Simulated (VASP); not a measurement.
# GeH4 in VASP: further runs, part 2 of 2

VASP 6.6.1. The steps go on from the part before.

### 4 Single point, RPBE

File INCAR:

```
PREC = Accurate ; ENCUT = 400
EDIFF = 1E-6 ; ISMEAR = 0
SIGMA = 0.01 ; LREAL = F
LASPH = T ; NELM = 60
ALGO = Normal ; ISIF = 2
LWAVE = F ; LCHARG = F
GGA = RP ; NBANDS = 17
ISYM = 0
```

File KPOINTS:

```
Automatic mesh
0
Gamma
  1 1 1
```

File POSCAR:

```
GeH4                                    
1.0
   12.8008860920      0.0000000000      0.0000000000
    0.0000000000     13.3008860920      0.0000000000
    0.0000000000      0.0000000000     13.8008860920
  Ge              H             
     1     4
Selective dynamics
Direct
     0.4999998767999969    0.5037592014000012    0.4999998775999970   F   F   F
     0.4008612578994249    0.4665037937749092    0.4490196638159621   T   T   T
     0.4770747345107411    0.5202247303455740    0.6078869983574924   T   T   T
     0.5867890540096402    0.4251502970273061    0.4888724664353111   T   T   T
     0.5352744993153763    0.6031604972897825    0.4542203178090037   T   T   T
```

Potentials or basis: VASP PAW PBE potentials, release 64 (Ge_d, H).

Run with:

```sh
$ cat potpaw_PBE.64/Ge_d/POTCAR potpaw_PBE.64/H/POTCAR > POTCAR
$ mpirun -np 1 vasp_gam > vasp.out
```

OUTCAR:

```text
PREC = Accurate
   ENCUT = 400
   EDIFF = 1E-6
   ISMEAR = 0
   LREAL = F
   LASPH = T
   NELM = 60
   ISIF = 2
   GGA = RP
   ISYM = 0

 ion  position               nearest neighbor table
   1  0.500  0.504  0.500-   3 1.53   4 1.53   5 1.53   2 1.53
   2  0.401  0.467  0.449-   1 1.53
   3  0.477  0.520  0.608-   1 1.53
   4  0.587  0.425  0.489-   1 1.53
   5  0.535  0.603  0.454-   1 1.53

IMPORTANT INFORMATION: All symmetrisations will be switched off!
NOSYMM: (Re-)initialisation of all symmetry stuff for point group C_1.

----------------------------------------------------------------------------------------

                                     Primitive cell

  volume of cell :    2349.7820

  direct lattice vectors                    reciprocal lattice vectors
    12.800886092  0.000000000  0.000000000     0.078119592  0.000000000  0.000000000
     0.000000000 13.300886092  0.000000000     0.000000000  0.075182961  0.000000000
     0.000000000  0.000000000 13.800886092     0.000000000  0.000000000  0.072459116

  length of vectors
    12.800886092 13.300886092 13.800886092     0.078119592  0.075182961  0.072459116

  position of ions in fractional coordinates (direct lattice)
     0.499999877  0.503759201  0.499999878
     0.400861258  0.466503794  0.449019664
     0.477074735  0.520224730  0.607886998
     0.586789054  0.425150297  0.488872466
     0.535274499  0.603160497  0.454220318

  ion indices of the primitive-cell ions
   primitive index   ion index
                 1           1
                 2           2
                 3           3
                 4           4
                 5           5

[... 64 lines left out ...]
   IALGO  =     38    algorithm
   IMIX   =      4    mixing-type and parameters
     AMIX     =   0.40;   BMIX     =  1.00
     AMIX_MAG =   1.60;   BMIX_MAG =  1.00
  volume/ion in A,a.u.               =     469.96      3171.42
  Fermi-wavevector in a.u.,A,eV,Ry     =   0.322718  0.609849  1.417004  0.104147
  Thomas-Fermi vector in A             =   1.211338
   LORBIT       =      0    0 simple, 1 ext, 2 COOP (PROOUT), +10 PAW based schemes
   GGA     = RP    functional components
   LHFCALC =     F    Hartree Fock is set to
   AEXX    =    0.0000 exact exchange contribution
   IVDW    =     0    specifies the selected vdW correction
   LEPSILON=     F    determine dielectric tensor
   LRPA    =     F    only Hartree local field effects (RPA)
 non-spin polarized calculation
 Gauss-broadening in eV      SIGMA  =   0.01
  energy-cutoff  :      400.00
  volume of cell :     2349.78
 maximum number of plane-waves:     21330
 NGX is ok and might be reduce to    84
   NGX = 41   NGY = 43   NGZ = 45

 number of electron      18.0000000 magnetization

 Free energy of the ion-electron system (eV)
  ---------------------------------------------------
  ext. energy  EPLUGINS =         0.00000000
  ---------------------------------------------------
  free energy    TOTEN  =       -17.64886935 eV

  energy without entropy =      -17.64886935  energy(sigma->0) =      -17.64886935

 E-fermi :  -8.1287     XC(G=0):  -0.4770

 val. band max:       -8.2109810741   @ k =   0.0000   0.0000   0.0000
 cond. band min:      -0.7754054495   @ k =   0.0000   0.0000   0.0000
 fundamental gap:      7.4355756247
 Fermi energy:        -8.1287440753

 k-point     1 :       0.0000    0.0000    0.0000
  band No.  band energies     occupation
      1     -28.4994      2.00000
      2     -28.4994      2.00000
      3     -28.4994      2.00000
      4     -28.4234      2.00000
      5     -28.4234      2.00000
      6     -14.0005      2.00000
[... 9 lines left out ...]
     16       0.5884      0.00000
     17       0.6466      0.00000

------------------------ aborting loop because EDIFF is reached ----------------------------------------

  FORCE on cell =-STRESS in cart. coord.  units (eV):
  Direction    XX          YY          ZZ          XY          YZ          ZX
  --------------------------------------------------------------------------------------
  -------------------------------------------------------------------------------------
  Total       -0.1382303     -0.1357566     -0.1352184     -0.0000462      0.0000795     -0.0001750
  in kB       -0.0942510     -0.0925644     -0.0921974     -0.0000315      0.0000542     -0.0001193
  external PRESSURE =      -0.0930043 kB  Pullay stress =       0.0000000 kB

 VOLUME and BASIS-vectors are now :
 -----------------------------------------------------------------------------
  energy-cutoff  :      400.00
  volume of cell :     2349.78
      direct lattice vectors                 reciprocal lattice vectors
    12.800886092  0.000000000  0.000000000     0.078119592  0.000000000  0.000000000
     0.000000000 13.300886092  0.000000000     0.000000000  0.075182961  0.000000000
     0.000000000  0.000000000 13.800886092     0.000000000  0.000000000  0.072459116

 POSITION                                       TOTAL-FORCE (eV/Angst)
 -----------------------------------------------------------------------------------
      6.40044      6.70044      6.90044        -0.000031     -0.000735     -0.000066
      5.13138      6.20491      6.19687        -0.053146     -0.020668     -0.029609
      6.10698      6.91945      8.38938        -0.012231      0.009318      0.062943
      7.51142      5.65488      6.74687         0.046580     -0.043649     -0.006535
      6.85199      8.02257      6.26864         0.018828      0.055733     -0.026733
 -----------------------------------------------------------------------------------
    total drift:                                0.000053     -0.000805      0.000268

  FREE ENERGIE OF THE ION-ELECTRON SYSTEM (eV)
  ---------------------------------------------------
  free  energy   TOTEN  =       -17.6488693475 eV

  energy  without entropy=      -17.6488693475  energy(sigma->0) =      -17.64886935
```

OSZICAR:

```text
N       E                     dE             d eps       ncg     rms          rms(c)
DAV:   1     0.903260172635E+02    0.90326E+02   -0.57832E+03    42   0.484E+02
DAV:   2     0.314731983708E+01   -0.87179E+02   -0.81140E+02    59   0.133E+02
DAV:   3    -0.175745692044E+02   -0.20722E+02   -0.20673E+02    36   0.634E+01
[... 14 lines left out ...]
DAV:  18    -0.176488450247E+02   -0.25158E-04   -0.78585E-07    27   0.682E-03    0.688E-04
DAV:  19    -0.176488606936E+02   -0.15669E-04   -0.32589E-07    26   0.410E-03    0.416E-04
DAV:  20    -0.176488645026E+02   -0.38090E-05   -0.67886E-08    35   0.135E-03    0.306E-04
DAV:  21    -0.176488688405E+02   -0.43379E-05   -0.85811E-08    26   0.123E-03    0.230E-04
DAV:  22    -0.176488693475E+02   -0.50698E-06   -0.21073E-08    27   0.122E-03
   1 F= -.17648869E+02 E0= -.17648869E+02  d E =-.646919E-31
```

stdout:

```text
POSCAR found type information on POSCAR GeH
 POSCAR found :  2 types and       5 ions
 scaLAPACK will be used
 -----------------------------------------------------------------------------
|                                                                             |
|                                                                             |
|     You enforced a specific xc type in the INCAR file but a different       |
|     I HOPE YOU KNOW WHAT YOU ARE DOING!                                     |
|                                                                             |
 -----------------------------------------------------------------------------

 LDA part: xc-table for (Slater+PW92), standard interpolation
 POSCAR, INCAR and KPOINTS ok, starting setup
 FFT: planning ... GRIDC
 FFT: planning ... GRID_SOFT
 FFT: planning ... GRID
 WAVECAR not read
 entering main loop
```

It took 1.7 min on 1 thread of Intel Xeon Platinum 8488C (Sapphire Rapids), shared host; peak memory 1.1 GiB.

What came out:

| Item | Value |
| --- | --- |
| Free energy | -17.6489 eV |
| Largest force | 0.065 eV/Å |
| Gap between the frontier levels | 7.44 eV |

Forces in eV/Å, atoms in the order of the input:
```
Ge   0.000 -0.001  0.000
H   -0.053 -0.021 -0.030
H   -0.012  0.009  0.063
H    0.047 -0.044 -0.007
H    0.019  0.056 -0.027
```

Levels at points of the mesh, in eV from the valence-band top:
| k point | band 6 | band 7 | band 8 | band 9 | band 10 | band 11 | band 12 | band 13 |
| --- | --- | --- | --- | --- | --- | --- | --- | --- |
| (0.00, 0.00, 0.00) | -5.79 | 0.00 | 0.00 | 0.00 | 7.44 | 8.41 | 8.43 | 8.46 |

Caveat: the PAW data sets were made with another functional, which shifts forces and pressure a little.

### 5 Single point, RPBE+D3(BJ)

INCAR, as its differences from that of step 4:

```diff
@@ -6,3 +6,3 @@
 LWAVE = F ; LCHARG = F
-GGA = RP ; NBANDS = 17
-ISYM = 0
+GGA = RP ; IVDW = 12
+NBANDS = 17 ; ISYM = 0
```

KPOINTS is that of step 4.

POSCAR is that of step 4.

Run with:

```sh
$ cat potpaw_PBE.64/Ge_d/POTCAR potpaw_PBE.64/H/POTCAR > POTCAR
$ mpirun -np 1 vasp_gam > vasp.out
```

Wall time 1.8 min (1 thread of Intel Xeon Platinum 8488C (Sapphire Rapids), shared host); peak memory 1.1 GiB.

Results (log left out):

```
Free energy                     : -17.9947 eV
Largest force                   : 0.042 eV/Å
Gap between the frontier levels : 7.44 eV
Dispersion energy per atom      : -0.069 eV
```

Forces on the atoms (eV/Å):
```
Ge   0.000 -0.001  0.000
H   -0.035 -0.013 -0.019
H   -0.008  0.006  0.041
H    0.030 -0.028 -0.004
H    0.012  0.036 -0.017
```

Levels at points of the mesh, in eV from the valence-band top:
| k point | band 5 | band 6 | band 7 | band 8 | band 9 | band 10 | band 11 | band 12 | band 13 | band 14 |
| --- | --- | --- | --- | --- | --- | --- | --- | --- | --- | --- |
| (0.00, 0.00, 0.00) | -20.21 | -5.79 | 0.00 | 0.00 | 0.00 | 7.44 | 8.41 | 8.43 | 8.46 | 8.53 |

Caveat: the PAW data sets were made with another functional, which shifts forces and pressure a little. RPBE gaps usually lie below the measured ones, often by a third to a half.

### 6 The runs side by side

| task | level | cell | atoms held fixed (from 0) | gap on the mesh (eV) | largest force (eV/Å) |
| --- | --- | --- | --- | --- | --- |
| relaxation of the atoms | PBE+D3(BJ) | atoms relaxed | [0] | 7.50 | - |
| single point | PBE | as given | - | 7.49 | - |
| single point | RPBE | as given | - | 7.44 | 0.06 |
| single point | RPBE+D3(BJ) | as given | - | 7.44 | 0.04 |

Alike in all rows: potentials or basis VASP PAW PBE potentials, release 64 (Ge_d, H); no spin polarisation; k mesh 1 × 1 × 1; cutoff (eV) 400; smearing gaussian 0.01 eV.

On the cell as given the gap runs from 7.44 eV (RPBE) to 7.49 eV (PBE).

Caveats: the PAW data sets were made with another functional, which shifts forces and pressure a little (some runs).

Absolute energies hang on the potentials; compare differences alone.
